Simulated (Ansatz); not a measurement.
# Ni: the cost of one run

Computed with Ansatz 0.2.0 (DFT LDA, scalar-relativistic, plane waves, PAW, unless a step's input says otherwise).

9 further runs of the same task are left out: 2 for a known fault of the program, 7 set aside as unsound or not needed.

## 1. The starting structure

Symmetry: Im-3m, No. 229, cubic system. Conventional cell: a = 2.718 Å, b = 2.718 Å, c = 2.718 Å, α = 90.00°, β = 90.00°, γ = 90.00°. Ni (site symmetry m-3m) has 8 Ni at 2.35 Å as nearest neighbours.

Structure file:

```cif
data_structure
_symmetry_space_group_name_H-M 'Im-3m'
_symmetry_Int_Tables_number 229
_cell_length_a 2.7181
_cell_length_b 2.7181
_cell_length_c 2.7181
_cell_angle_alpha 90.000
_cell_angle_beta 90.000
_cell_angle_gamma 90.000
_cell_volume 20.08
loop_
_atom_site_label
_atom_site_type_symbol
_atom_site_symmetry_multiplicity
_atom_site_Wyckoff_symbol
_atom_site_fract_x
_atom_site_fract_y
_atom_site_fract_z
_atom_site_occupancy
Ni1 Ni 2 a 0.00000 0.00000 0.00000 1
```

Source of the structure: the Materials Project (structure only).

## 7. Plan of the scan

The energy is mapped over two normal modes frozen in (zone-centre modes of the cell shown, which folds in the wave vector (0, 0, 1/2) of the primitive cell).

The axes are (1) amplitude of mode 1 (48i cm⁻¹), largest displacement: 7 values from −0.182 Å; (2) amplitude of mode 5 (221 cm⁻¹), largest displacement: 7 values from −0.169 Å.

Nothing else is relaxed (the cell and all other modes fixed). Energies count from the relaxed high-symmetry cell. Points are written as (first, second).

The patterns, per unit of each coordinate (Å):

```
atom      x1      y1     z1     x2     y2      z2
 Ni1   0.707  -0.707  0.000  0.000  0.000   1.000
 Ni2  -0.707   0.707  0.000  0.000  0.000  -1.000
```

(The set-up runs are not shown.)

## 8. Grid point (−0.061 Å, −0.056 Å)

Contents of input.yaml:

```yaml
crystal:
  lattice:
    - [-1.3590661858, 1.3590661858, 1.3590661858]
    - [1.3590661858, -1.3590661858, 1.3590661858]
    - [2.7181323716, 2.7181323716, 0.0]
  atoms:
    - { symbol: Ni, position: [-0.0049219893, -0.0365035135, 0.0] }
    - { symbol: Ni, position: [0.5049219893, 0.5365035135, 0.5] }
basis:
  ecutwfc: 520.0
kpoints:
  mp_grid: { grid: [20, 20, 12] }
hamiltonian:
  xc: lda
  pseudopotentials: { kind: paw, azcp: { folder: soft_1 } }
scf:
  occupations: { method: gaussian, width: 0.15 }
output:
  forces: true
  stress: true
  eigenvalues: true
```

Started as:

```
ansatz run input.yaml --threads 2 --pin off --max-ram 4096MiB --backend cpu --events-out ev --progress --plain --runs-dir out
```

Q: Estimate wall time and peak memory on 2 threads of Arm Neoverse N1, shared host.

About 47 s, with a peak of 0.88 GiB.
